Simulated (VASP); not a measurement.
## P: relaxation of cell and atoms with PBEsol+D3(BJ)

Crystal: P.

```
P
1.0
     1.69892    0.98087    2.77659
    -1.69892    0.98087    2.77659
     0.00000   -1.96174    2.77659
P
2
Direct
  0.24062 0.24062 0.24062
  0.75938 0.75938 0.75938
```

This isn't the form of P at room conditions, which is orthorhombic.

```
Program                : VASP 6.6.1
Task                   : relaxation of cell and atoms
Functional             : PBEsol
Dispersion             : D3(BJ)
Potentials or basis    : VASP PAW PBE potentials, release 64 (P)
Cutoff                 : 520 eV
k mesh                 : 12 × 12 × 12
Occupations            : gaussian, width 0.02 eV
Spin                   : no spin polarisation
Further INCAR settings : ALGO = Fast; EDIFF = 1e-07; IBRION = 2; EDIFFG = -0.002; NSW = 80; ISIF = 3
```

```json
{
 "Relaxed volume": "13.88 Å³/atom",
 "Relaxed cell": "a = 3.399 Å, b = 3.399 Å, c = 3.399 Å, α = 59.97°, β = 59.97°, γ = 59.97°",
 "Space group after relaxing (to 0.05 Å)": "R-3m (No. 166)",
 "Energy gained by relaxing": "-17.4 meV/atom",
 "Ionic steps": "20",
 "Pressure after relaxing": "0.0 GPa",
 "Band gap on the k mesh": "none (metal or under the smearing width)",
 "Dispersion energy per atom": "-0.408 eV"
}
```

The path:
```
step  energy change (eV)  largest force (eV/Å)  pressure (GPa)  volume (Å³)
   1              0.0000                0.1181            1.34        27.76
   2              0.0377                0.0325           -1.70        28.23
   3              0.0358                0.0035           -1.13        28.02
   4              0.0352                0.0009           -0.71        27.92
   5              0.0350                0.0009           -0.37        27.84
   6              0.0349                0.0019           -0.19        27.80
   7              0.0349                0.0023           -0.10        27.78
   8              0.0349                0.0026           -0.06        27.77
   9              0.0349                0.0026           -0.03        27.77
  10              0.0349                0.0027           -0.03        27.76
  11              0.0349                0.0028           -0.02        27.76
  12              0.0349                0.0027           -0.02        27.76
  13              0.0349                0.0027           -0.01        27.76
  14              0.0349                0.0028           -0.01        27.76
  15              0.0349                0.0028           -0.01        27.76
  16              0.0349                0.0028           -0.01        27.76
  17              0.0349                0.0028           -0.01        27.76
  18              0.0349                0.0028           -0.01        27.76
  19              0.0349                0.0028           -0.01        27.76
  20              0.0349                0.0019           -0.01        27.76
```

Final structure:
```
CELL_PARAMETERS angstrom
1.69890 0.98086 2.77634
-1.69890 0.98086 2.77634
0.00000 -1.96172 2.77634
ATOMIC_POSITIONS crystal
P 0.24063 0.24063 0.24063
P 0.75937 0.75937 0.75937
```

Levels at points of the mesh, in eV from the Fermi level:
| k point | band 2 | band 3 | band 4 | band 5 | band 6 | band 7 | band 8 | band 9 |
| --- | --- | --- | --- | --- | --- | --- | --- | --- |
| (0.00, 0.00, 0.00) | -2.54 | -2.54 | -2.33 | -1.26 | 3.44 | 3.92 | 3.92 | 5.39 |
| (0.50, 0.00, 0.00) | -12.66 | -2.49 | -2.08 | -1.08 | -0.77 | 1.18 | 1.51 | 11.77 |
| (0.50, 0.50, 0.00) | -9.56 | -7.41 | -5.79 | -5.64 | 0.23 | 8.13 | 8.30 | 9.32 |
| (0.50, 0.50, 0.50) | -12.18 | -2.20 | -2.20 | -1.13 | -1.13 | 0.90 | 1.87 | 11.37 |

Run time: 3 min on 1 thread of Intel(R) Xeon(R) Platinum 8259CL CPU @ 2.50GHz (Skylake/Cascade Lake) (shared host), peak memory 0.19 GiB.

Caveat: the PAW data sets were made with another functional, which shifts forces and pressure a little; pairwise dispersion overbinds metals, which lowers pressure and volume.
